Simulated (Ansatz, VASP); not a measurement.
**W: VASP beside Ansatz**

File INCAR:

```
  PREC = Accurate
  ENCUT = 520
  EDIFF = 1E-6
  ISMEAR = 0
  SIGMA = 0.1
  LREAL = False
  LASPH = True
  NELM = 100
  ALGO = Fast
  ISIF = 2
  LWAVE = False
  LCHARG = False
  LDIPOL = True
  IDIPOL = 3
  DIPOL = 0.5 0.5 0.314
  GGA = PE
  NBANDS = 28
```

KPOINTS

```
Automatic mesh
0
Gamma
  9 9 1
```

The input POSCAR:

```
W
1.0
    2.8545944806      0.0000000000      0.0000000000
   -1.4272972403      2.4721513377      0.0000000000
    0.0000000000      0.0000000000     20.1971108355
W
3
Direct
    0.6666666667      0.3333333333      0.1980481284
    0.3333333333      0.6666666667      0.3143337982
    0.0000000000      0.0000000000      0.4306116309
```

Input for Ansatz:

```yaml
crystal:
  lattice:
    - [2.8545944806, 0.0, 0.0]
    - [-1.4272972403, 2.4721513377, 0.0]
    - [0.0, 0.0, 20.1971108355]
  atoms:
    - { symbol: W, position: [0.6666666667, 0.3333333333, 0.1980481284] }
    - { symbol: W, position: [0.3333333333, 0.6666666667, 0.3143337982] }
    - { symbol: W, position: [0.0, 0.0, 0.4306116309] }
basis:
  ecutwfc: 420
kpoints:
  mp_grid: { grid: [9, 9, 1] }
hamiltonian:
  xc: pbe
scf:
  occupations: { method: gaussian, width: 0.1 }
output:
  forces: true
  eigenvalues: true
efield:
  axis: 3
  dipole_correction: true
  ramp_width: 0.04
```

Alike in both runs: task single point; functional PBE; k mesh 9 × 9 × 1; occupations gaussian, width 0.1 eV; no spin polarisation.

```csv
,VASP,Ansatz
version,VASP 6.6.1,Ansatz 0.2.0
potentials or method,"VASP PAW PBE potentials, release 64 (W_sv)","scalar-relativistic, plane waves, PAW"
plane-wave cutoff (eV),520,420
valence electrons in the cell,42,42
```

|  | VASP | Ansatz | Ansatz less VASP |
| --- | --- | --- | --- |
| gap on the k mesh at the Fermi level (eV) | none | none | - |
| rms of the force components (eV/Å) | 0.054 | 0.042 | -0.0111 |
| work function, face that differs most (eV) | 4.77 | 4.94 | +0.163 |

Atom by atom the forces differ by 0.011 eV/Å (rms over components). A gap of «none» marks a metal or a gap that the smearing closes. With one functional, cell and mesh, what is left measures potentials, basis and numerics.

The runs have no spin-orbit coupling, so splittings on W are missing.
